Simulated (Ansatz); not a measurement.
# C: rattled cells

This session takes C and sets out to compute energies and forces of randomly disturbed cells.

Program: Ansatz 0.2.0. Level of theory: DFT r2SCAN, scalar-relativistic, plane waves, PAW. These are calculated values, not measurements.

1 further run of the same task is left out (set aside as unsound or not needed). Runs told in other sessions of the task aren't counted.

## 1. The structure to begin with

Symmetry: Cmmm, No. 65, orthorhombic system. The conventional cell has a = 4.241 Å, b = 8.739 Å, c = 2.505 Å, α = 90.00°, β = 90.00°, γ = 90.00°. C (site symmetry m) is surrounded by 4 C at 1.53 to 1.57 Å. C (site symmetry m) has 4 C at 1.53 to 1.56 Å in its first shell of neighbours.

Structure file:

```
C
1.0
     2.12060   -4.36946    0.00000
     2.12060    4.36946    0.00000
     0.00000    0.00000    2.50471
C
8
Direct
  0.64817 0.98134 0.00000
  0.35183 0.01866 0.00000
  0.01866 0.35183 0.00000
  0.98134 0.64817 0.00000
  0.40474 0.22633 0.50000
  0.59526 0.77367 0.50000
  0.77367 0.59526 0.50000
  0.22633 0.40474 0.50000
```

It goes back to an entry of the Materials Project, which need not be the stable form.

It is the result of an earlier relaxation at this level (volume 5.80 Å³/atom; gap on the mesh: 3.56 eV).

## 2. Zero of energy

The reference gives a free energy of -2011.3147 eV, pressure 0.00 GPa, largest force 0.000 eV/Å and gap on the mesh 3.56 eV. It was computed beforehand with the settings of the runs below.

## 3. Next: rattled cells

All atoms are moved at random with no net shift, in some cells together with a random strain.

## 4. Point rms move = 0.252 Å

File input.yaml:

```yaml
crystal:
  lattice:
    - [1.8315443019, -4.0336177708, 0.151469339]
    - [2.2498838171, 4.2366475559, -0.13675074]
    - [0.0086923103, -0.0826083314, 2.7551059366]
  atoms:
    - { symbol: C, position: [0.6555029743, 1.0395346256, 0.0680743786] }
    - { symbol: C, position: [0.3159405862, 0.0092765709, -0.0746920916] }
    - { symbol: C, position: [0.0445150295, 0.365408451, -0.0159856995] }
    - { symbol: C, position: [0.9586460514, 0.5839019387, 0.0613937891] }
    - { symbol: C, position: [0.466839532, 0.2863482623, 0.4763924731] }
    - { symbol: C, position: [0.5685398384, 0.7661687364, 0.5306914761] }
    - { symbol: C, position: [0.8191683371, 0.5811475584, 0.5330422755] }
    - { symbol: C, position: [0.1708476509, 0.3682138568, 0.4210833985] }
basis:
  ecutwfc: 500
kpoints:
  mp_grid: { grid: [6, 6, 10] }
hamiltonian:
  xc: r2scan
scf:
  occupations: { method: gaussian, width: 0.05 }
output:
  forces: true
  stress: true
  eigenvalues: true
```

Command:

```console
$ ansatz run input.yaml --threads 2 --pin off --max-ram 5120MiB --backend cpu --events-out ev --progress --plain --runs-dir out
```

## 5. Point rms move = 0.203 Å

File input.yaml:

```yaml
crystal:
  lattice:
    - [2.1205985457, -4.3694582406, 0.0]
    - [2.1205985457, 4.3694582406, 0.0]
    - [0.0, 0.0, 2.5047085935]
  atoms:
    - { symbol: C, position: [0.662971111, 1.0269607704, -0.0162321114] }
    - { symbol: C, position: [0.3746155928, 0.0264996978, -0.10957239] }
    - { symbol: C, position: [0.0184973023, 0.3150993785, 0.0451899298] }
    - { symbol: C, position: [0.9894904982, 0.6781735879, 0.0036317334] }
    - { symbol: C, position: [0.3631839225, 0.2171173497, 0.5269333377] }
    - { symbol: C, position: [0.5597627894, 0.7360544448, 0.4961377591] }
    - { symbol: C, position: [0.76533336, 0.6117354196, 0.5449368617] }
    - { symbol: C, position: [0.2661454238, 0.3883593513, 0.5089748796] }
basis:
  ecutwfc: 500
kpoints:
  mp_grid: { grid: [6, 6, 10] }
hamiltonian:
  xc: r2scan
scf:
  occupations: { method: gaussian, width: 0.05 }
output:
  forces: true
  stress: true
  eigenvalues: true
```

## 6. Point rms move = 0.048 Å

File input.yaml:

```yaml
crystal:
  lattice:
    - [2.1205985457, -4.3694582406, 0.0]
    - [2.1205985457, 4.3694582406, 0.0]
    - [0.0, 0.0, 2.5047085935]
  atoms:
    - { symbol: C, position: [0.6436353087, 0.9710365396, -0.0223303383] }
    - { symbol: C, position: [0.3639418831, 0.0163516901, 0.0090004792] }
    - { symbol: C, position: [0.0179958456, 0.3536504351, 0.0124973253] }
    - { symbol: C, position: [0.9682881809, 0.6460999345, 0.001550609] }
    - { symbol: C, position: [0.3985394374, 0.2257563396, 0.5022049048] }
    - { symbol: C, position: [0.5947574157, 0.7779155554, 0.495480071] }
    - { symbol: C, position: [0.7761341905, 0.5923684682, 0.5018912125] }
    - { symbol: C, position: [0.2367077381, 0.4168210375, 0.4997057365] }
basis:
  ecutwfc: 500
kpoints:
  mp_grid: { grid: [6, 6, 10] }
hamiltonian:
  xc: r2scan
scf:
  occupations: { method: gaussian, width: 0.05 }
output:
  forces: true
  stress: true
  eigenvalues: true
```

## 7. At rms move = 0.052 Å

File input.yaml:

```yaml
crystal:
  lattice:
    - [2.103590814, -4.3503942018, -0.0560450399]
    - [2.150373787, 4.3730990543, -0.0006206322]
    - [-0.0334648432, 0.0158854923, 2.5492818185]
  atoms:
    - { symbol: C, position: [0.6354309494, 0.9725309093, -0.0037711999] }
    - { symbol: C, position: [0.355509645, 0.0248293375, -0.0067581949] }
    - { symbol: C, position: [0.0255683366, 0.3547671488, -0.0046790249] }
    - { symbol: C, position: [0.9930254161, 0.6533502501, 0.0133946275] }
    - { symbol: C, position: [0.4072588368, 0.2275171349, 0.4949969967] }
    - { symbol: C, position: [0.597065923, 0.7663756302, 0.5143068791] }
    - { symbol: C, position: [0.7500152094, 0.5871837337, 0.498855298] }
    - { symbol: C, position: [0.2361256837, 0.4134458555, 0.4936546183] }
basis:
  ecutwfc: 500
kpoints:
  mp_grid: { grid: [6, 6, 10] }
hamiltonian:
  xc: r2scan
scf:
  occupations: { method: gaussian, width: 0.05 }
output:
  forces: true
  stress: true
  eigenvalues: true
  write_density: true
  write_potential: true
  elf: true
  volumetric_format: npy
```

(Steps that only read results are left out.)

What does the calculation give?

The runs gave:

| quantity | value |
| --- | --- |
| costliest cell | 1622.1 meV/atom at an rms move of 0.252 Å |

In words: The cost runs from 62.8 to 1622.1 meV/atom. Energy over the square of the rms move lies between 25.5 and 36.0 eV/Å² per atom; a harmonic solid under isotropic random moves would keep it roughly constant, while strain and close contacts change it. The gap on the mesh, 3.56 eV at the start, reads zero at rms move = 0.203. Where forces pass 15 eV/Å atoms stand far too close, the PAW spheres overlap strongly and those numbers are rough.
